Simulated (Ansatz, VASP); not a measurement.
**CdTe: VASP beside Ansatz**

```
Cd Te
1.0
     0.00000    3.20500    3.20500
     3.20500    0.00000    3.20500
     3.20500    3.20500    0.00000
Cd Te
1 1
Direct
  0.00000 0.00000 0.00000
  0.75000 0.75000 0.75000
```

Alike in both runs: task single point; functional PBE; k mesh 6 × 6 × 6; occupations gaussian, width 0.1 eV; no spin polarisation.

```csv
,VASP,Ansatz
version,VASP 6.6.1,Ansatz 0.2.0
potentials or method,"VASP PAW PBE potentials, release 64 (Cd, Te)","scalar-relativistic, plane waves, PAW"
plane-wave cutoff (eV),520,420
valence electrons in the cell,18,36
```

|  | VASP | Ansatz | Ansatz less VASP |
| --- | --- | --- | --- |
| gap on the k mesh at the Fermi level (eV) | 0.87 | 0.87 | 0.000 |
| least direct gap on the mesh (eV) | 0.87 | 0.87 | 0.000 |
| pressure (GPa) | 4.4 | 4.3 | -0.16 |

The two sets of potentials don't hold the same shells in valence.

Caveats: spin-orbit coupling is left out, which moves the levels of the heavy elements. As with any semilocal functional, this PBE gap is likely too small.
